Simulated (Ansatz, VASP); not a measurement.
## Two plane-wave programs on SiC

```
CELL_PARAMETERS angstrom
0.00000 2.25254 2.17805
2.17805 0.00000 2.17805
2.17805 2.25254 0.00000
ATOMIC_POSITIONS crystal
Si 0.25000 0.25000 0.25000
C 0.00000 0.00000 0.00000
```

Change from the starting cell: uniaxial_y strain +3.4%.

Alike in both runs: task single point; functional r2SCAN; k mesh 10 × 10 × 10; no spin polarisation.

|  | VASP | Ansatz |
| --- | --- | --- |
| version | VASP 6.6.1 | Ansatz 0.2.0 |
| potentials or method | VASP PAW PBE potentials, release 64 (Si, C) | plane waves, PAW |
| plane-wave cutoff (eV) | 520 | 500 |
| occupations | gaussian, width 0.01 eV | fixed |
| valence electrons in the cell | 8 | 8 |

Ansatz gave:

- gap on the k mesh at the Fermi level (eV): 1.55
- pressure (GPa): -7.2
- largest component of the traceless stress (GPa): 6.62

Question: Estimate VASP's values.

Answer: gap on the k mesh at the Fermi level (eV): 1.56; pressure (GPa): -7.3; largest component of the traceless stress (GPa): 6.65.

Caveats: the PAW data sets were made with another functional, which shifts forces and pressure a little (VASP). A k mesh can miss the band edges.
